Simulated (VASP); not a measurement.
# Co (P-3m1) in VASP: a series of runs, part 2 of 2

VASP 6.6.1. Earlier steps stand in the parts before.

### 6 Single point, LDA, collinear spin, ferromagnetic start

File INCAR:

```
SYSTEM = Co
ADDGRID = .FALSE.
ALGO = Normal
EDIFF = 1E-6
ENCUT = 520
GGA = CA
ISIF = 2
ISMEAR = -1
ISPIN = 2
LASPH = .TRUE.
LCHARG = .FALSE.
LMAXMIX = 4
LORBIT = 11
LREAL = .FALSE.
LWAVE = .FALSE.
MAGMOM = 2 2
NBANDS = 20
NELM = 100
PREC = Accurate
SIGMA = 0.1
```

File KPOINTS:

```
k-points
0
G
  13 13 7
  0 0 0
```

File POSCAR:

```
Co
1.0
    2.4873648738      0.0000000000      0.0000000000
   -1.2436824369      2.1541211692      0.0000000000
    0.0000000000      0.0000000000      4.0632895034
Co
2
Direct
    0.3275520000      0.6759820000      0.7288160000
    0.6891290000      0.3188900000      0.2643300000
```

Potentials or basis: VASP PAW LDA potentials, release 64 (Co).

Command:

```
> cat potpaw_LDA.64/Co/POTCAR > POTCAR
> mpirun -np 1 vasp_std > vasp.out
```

OUTCAR:

```text
SYSTEM = Co
   EDIFF = 1E-6
   ENCUT = 520
   GGA = CA
   ISIF = 2
   ISMEAR = -1
   ISPIN = 2
   LASPH = .TRUE.
   LORBIT = 11
   LREAL = .FALSE.
   NELM = 100
   PREC = Accurate

 Found    592 irreducible k-points:

 Following reciprocal coordinates:
            Coordinates               Weight
  0.000000  0.000000  0.000000      1.000000
  0.076923 -0.000000  0.000000      2.000000
  0.000000  0.076923  0.000000      2.000000
 -0.076923  0.076923  0.000000      2.000000
  0.153846  0.000000  0.000000      2.000000
  0.000000  0.153846  0.000000      2.000000
   k-points           NKPTS =    592   k-points in BZ     NKDIM =    592   number of bands    NBANDS=     20
   number of dos      NEDOS =    301   number of ions     NIONS =      2
   total plane-waves  NPLWV =   9720
   dimension x,y,z NGX =    18 NGY =   18 NGZ =   30
   dimension x,y,z NGXF=    36 NGYF=   36 NGZF=   60
   ions per type =               2
   NGX,Y,Z   is equivalent  to a cutoff of  12.03, 12.03, 12.27 a.u.
   NGXF,Y,Z  is equivalent  to a cutoff of  24.06, 24.06, 24.55 a.u.
 SYSTEM =  Co
   PREC   = accura    normal or accurate (medium, high low for compatibility)
   ISTART =      0    job   : 0-new  1-cont  2-samecut
   ICHARG =      2    charge: 1-file 2-atom 10-const
   ISPIN  =      2    spin polarized calculation?
   LNONCOLLINEAR =      F non collinear calculations
   LSORBIT =      F    spin-orbit coupling
   LASPH  =      T    aspherical Exc in radial PAW
   ENCUT  =  520.0 eV  38.22 Ry    6.18 a.u.   4.62  4.62  7.56*2*pi/ulx,y,z
   NELM   =    100;   NELMIN=  2; NELMDL= -5     # of ELM steps
   EDIFF  = 0.1E-05   stopping-criterion for ELM
   LREAL  =      F    real-space projection
   EDIFFG = 0.1E-04   stopping-criterion for IOM
   NSW    =      0    number of steps for IOM
   IBRION =     -1    ionic relax: 0-MD 1-quasi-New 2-CG
   NFREE  =      0    steps in history (QN), initial steepest desc. (CG)
   ISIF   =      2    stress and relaxation
   ISYM   =      2    0-nonsym 1-usesym 2-fastsym
   POTIM  = 0.5000    time-step for ionic-motion
   TEBEG  =    0.0;   TEEND  =   0.0 temperature during run
   PSTRESS=    0.0 pullay stress
   NELECT =      18.0000    total number of electrons
   NUPDOWN=      -1.0000    fix difference up-down
   EMIN   =  10.00;   EMAX   =-10.00  energy-range for DOS
   EFERMI =   0.00;   METHOD = LEGACY
   ISMEAR =    -1;   SIGMA  =   0.10  broadening in eV -4-tet -1-fermi 0-gaus
   EFERMI_NEDOS =   21; number of points for ismear=-14 and -15
   IALGO  =     38    algorithm
   IMIX   =      4    mixing-type and parameters
     AMIX     =   0.40;   BMIX     =  1.00
[... 31 lines left out ...]
 cond. band min:       9.8841608701   @ k =  -0.3846   0.4615  -0.2857
 fundamental gap:      0.0012285558
 Fermi energy:         9.8836441858

 spin component 1

 k-point     1 :       0.0000    0.0000    0.0000
  band No.  band energies     occupation
      1       0.9716      1.00000
      2       4.7640      1.00000
      3       7.2743      1.00000
      4       7.3440      1.00000
      5       7.4243      1.00000
      6       7.6578      1.00000
[... 127 lines left out ...]
     19      36.3280      0.00000
     20      38.1196      0.00000

 [... further k-points ...]

 spin component 2

 k-point     1 :       0.0000    0.0000    0.0000
  band No.  band energies     occupation
      1       1.1540      1.00000
      2       5.6548      1.00000
      3       8.6386      1.00000
      4       8.7669      0.99999
      5       8.8664      0.99996
      6       9.0912      0.99964
[... 127 lines left out ...]
     19      36.5928      0.00000
     20      38.5051      0.00000

 [... further k-points ...]

------------------------ aborting loop because EDIFF is reached ----------------------------------------

  FORCE on cell =-STRESS in cart. coord.  units (eV):
  Direction    XX          YY          ZZ          XY          YZ          ZX
  --------------------------------------------------------------------------------------
  -------------------------------------------------------------------------------------
  Total       -2.3411822     -2.0957137     -2.1416163      0.2350874     -0.0990014      0.1994978
  in kB     -172.2893405   -154.2251262   -157.6031368     17.3002545     -7.2855893     14.6811879
  external PRESSURE =    -161.3725345 kB  Pullay stress =       0.0000000 kB

 VOLUME and BASIS-vectors are now :
 -----------------------------------------------------------------------------
  energy-cutoff  :      520.00
  volume of cell :       21.77
      direct lattice vectors                 reciprocal lattice vectors
     2.487364874  0.000000000  0.000000000     0.402031889  0.232113220  0.000000000
    -1.243682437  2.154121169  0.000000000     0.000000000  0.464226439  0.000000000
     0.000000000  0.000000000  4.063289503     0.000000000  0.000000000  0.246106018

 POSITION                                       TOTAL-FORCE (eV/Angst)
 -----------------------------------------------------------------------------------
     -0.02597      1.45615      2.96139         0.245749     -0.124151      0.890528
      1.31752      0.68693      1.07405        -0.245749      0.124151     -0.890528
 -----------------------------------------------------------------------------------
    total drift:                                0.000007      0.000011      0.000043

  FREE ENERGIE OF THE ION-ELECTRON SYSTEM (eV)
  ---------------------------------------------------
  free  energy   TOTEN  =       -16.0890097053 eV

  energy  without entropy=      -16.0262174383  energy(sigma->0) =      -16.05761357

 total charge

# of ion       s       p       d       tot
------------------------------------------
    1        0.493   0.520   7.287   8.300
    2        0.493   0.520   7.287   8.300
--------------------------------------------------
tot          0.986   1.039  14.574  16.599

 magnetization (x)

# of ion       s       p       d       tot
------------------------------------------
    1       -0.012  -0.037   1.610   1.561
    2       -0.012  -0.037   1.610   1.561
--------------------------------------------------
tot         -0.024  -0.074   3.221   3.122
```

Run time: 3.8 min. Hardware: 1 thread of Intel Xeon Platinum 8488C (Sapphire Rapids), shared host; peak memory 0.4 GiB.

The run converged, but some of its settings lie outside the range that counts as converged, so its numbers aren't taken as properties of the crystal.

Results:

```
Free energy                                           : -16.0890 eV
Pressure                                              : -16.1 GPa
Largest force                                         : 0.932 eV/Å
Band gap on the k mesh                                : none (metal or under the smearing width)
Net moment                                            : 3.12 μB per cell
Site moments                                          : Co +1.56 μB
Valence electrons inside the program's atomic spheres : Co 8.30
```

### 7 The reference run

An earlier run on the cell as given: functional PBE; potentials or basis VASP PAW PBE potentials, release 64 (Co); cutoff 520 eV; k mesh 12 × 12 × 7; occupations fermi-dirac, width 0.05 eV; collinear spin, ferromagnetic start; starting moments [2.0, 2.0] μB.

- Pressure: 0.0 GPa
- Largest force: 0.481 eV/Å
- Band gap on the k mesh: none (metal or under the smearing width)
- Net moment: 3.26 μB per cell
- Site moments: Co +1.65 μB
- Valence electrons inside the program's atomic spheres: Co 8.27
